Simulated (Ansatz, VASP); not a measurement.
## GaN in VASP and in Ansatz

```
Ga N
1.0
     0.00000    2.25350    2.25350
     2.25350    0.00000    2.25350
     2.25350    2.25350    0.00000
Ga N
1 1
Direct
  0.00000 0.00000 0.00000
  0.75000 0.75000 0.75000
```

The cell is a database's computed one.

Alike in both runs: task single point; functional PBE; k mesh 8 × 8 × 8; occupations gaussian, width 0.1 eV; no spin polarisation.

|  | VASP | Ansatz |
| --- | --- | --- |
| version | VASP 6.6.1 | Ansatz 0.2.0 |
| potentials or method | VASP PAW PBE potentials, release 64 (Ga_d, N) | scalar-relativistic, plane waves, PAW |
| plane-wave cutoff (eV) | 520 | 420 |
| valence electrons in the cell | 18 | 18 |

|  | VASP | Ansatz | Ansatz less VASP |
| --- | --- | --- | --- |
| gap on the k mesh at the Fermi level (eV) | 1.72 | 1.72 | -0.008 |
| least direct gap on the mesh (eV) | 1.72 | 1.72 | -0.008 |
| pressure (GPa) | 4.9 | 5.0 | +0.07 |

The functional is the same, so the differences come from potentials, cutoffs and numerics.

PBE gaps usually lie below the measured ones, often by a third to a half.
